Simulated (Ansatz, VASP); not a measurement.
BN: VASP beside Ansatz

```
CELL_PARAMETERS angstrom
2.52320 0.00000 0.00000
-1.26160 2.18516 0.00000
0.00000 0.00000 6.59388
ATOMIC_POSITIONS crystal
B 0.33333 0.66667 0.25000
B 0.66667 0.33333 0.75000
N 0.33333 0.66667 0.75000
N 0.66667 0.33333 0.25000
```

Alike in both runs: task single point; functional PBEsol; k mesh 12 × 12 × 4; occupations gaussian, width 0.05 eV; no spin polarisation.

```csv
,VASP,Ansatz
version,VASP 6.6.1,Ansatz 0.2.0
potentials or method,"VASP PAW PBE potentials, release 64 (B, N)","scalar-relativistic, plane waves, PAW"
plane-wave cutoff (eV),520,520
valence electrons in the cell,16,16
```

```csv
,VASP,Ansatz,Ansatz less VASP
gap on the k mesh at the Fermi level (eV),4.11,4.12,+0.007
least direct gap on the mesh (eV),4.51,4.52,+0.007
pressure (GPa),-4.6,-5.0,-0.44
largest component of the traceless stress (GPa),5.46,6.05,+0.591
```

The functional is the same, so the differences come from potentials, cutoffs and numerics. Ansatz warned: «pseudo_functional_mismatch».

Caveats: the PAW data sets were made with another functional, which shifts forces and pressure a little (VASP); this functional lacks dispersion, which binds the layers, so the pressure and a relaxed spacing across them are unreliable. A k mesh can miss the band edges.
